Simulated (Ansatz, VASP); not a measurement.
# Two plane-wave programs on Ir

```xyz
1
Lattice="0.0000 1.8955 1.8955 1.8955 0.0000 1.8955 1.8955 1.8955 0.0000" Properties=species:S:1:pos:R:3 pbc="T T T"
Ir    0.0000    0.0000    0.0000
```

Alike in both runs: task relaxation of cell and atoms; functional r2SCAN; k mesh 8 × 8 × 8; no spin polarisation.

|  | VASP | Ansatz |
| --- | --- | --- |
| version | VASP 6.6.1 | Ansatz 0.2.0 |
| potentials or method | VASP PAW PBE potentials, release 64 (Ir) | PAW plane waves |
| plane-wave cutoff (eV) | 600 | 500 |
| occupations | methfessel-paxton of order 1, width 0.01 eV | cold, width 0.01 eV |
| valence electrons in the cell | 9 | 17 |

|  | VASP | Ansatz | Ansatz less VASP |
| --- | --- | --- | --- |
| gap on the k mesh at the Fermi level, each at its own relaxed structure (eV) | none | none | - |
| relaxed volume (Å³/atom) | 14.35 | 14.25 | -0.095 |
| relaxed cell length with the largest relative difference (Å) | 2.728 | 2.722 | -0.0060 |
| energy change over the relaxation (meV/atom) | -48 | -36 | +11.7 |

A gap of «none» marks a metal or a gap that the smearing closes. The two sets of potentials don't hold the same shells in valence. Ansatz warned: «stress_scf_threshold_loose».

Caveats: the PAW data sets were made with another functional, which shifts forces and pressure a little (VASP). The runs have no spin-orbit coupling, so splittings on Ir are missing. Zero-point motion and thermal expansion aren't in these numbers.
